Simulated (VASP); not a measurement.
A run of VASP 6.6.1:

The input INCAR:

```
  PREC = Accurate
  ENCUT = 600
  EDIFF = 1E-6
  ISMEAR = 0
  SIGMA = 0.03
  LREAL = F
  LASPH = T
  NELM = 80
  ALGO = Normal
  ISIF = 3
  LWAVE = F
  LCHARG = F
  GGA = PE
  IVDW = 12
  IBRION = 2
  NSW = 90
  EDIFFG = -0.01
  KPAR = 4
```

The input KPOINTS:

```
Automatic mesh
0
Gamma
  12 12 3
```

File POSCAR:

```
WS2
1.0
    3.1800000000      0.0000000000      0.0000000000
   -1.5900000000      2.7539607840      0.0000000000
    0.0000000000      0.0000000000     12.5000000000
W S
2 4
Direct
    0.3333333333      0.6666666667      0.2500000000
    0.6666666667      0.3333333333      0.7500000000
    0.3333333333      0.6666666667      0.6250000000
    0.6666666667      0.3333333333      0.1250000000
    0.3333333333      0.6666666667      0.8750000000
    0.6666666667      0.3333333333      0.3750000000
```

Potentials or basis: VASP PAW PBE potentials, release 64 (W_sv, S).

The run is started by

```console
$ cat potpaw_PBE.64/W_sv/POTCAR potpaw_PBE.64/S/POTCAR > POTCAR
$ mpirun -np 4 vasp_std > vasp.out
```

Hardware: 4 MPI ranks on AMD EPYC 9R45 (Zen 5), on a shared host.

Problem. Estimate the wall time of this run.

Solution. Run time: 3.8 min on 4 MPI ranks on AMD EPYC 9R45 (Zen 5), on a shared host, peak memory 0.35 GiB a rank. Counts: scf iterations 99, k points 38, ion steps 12.
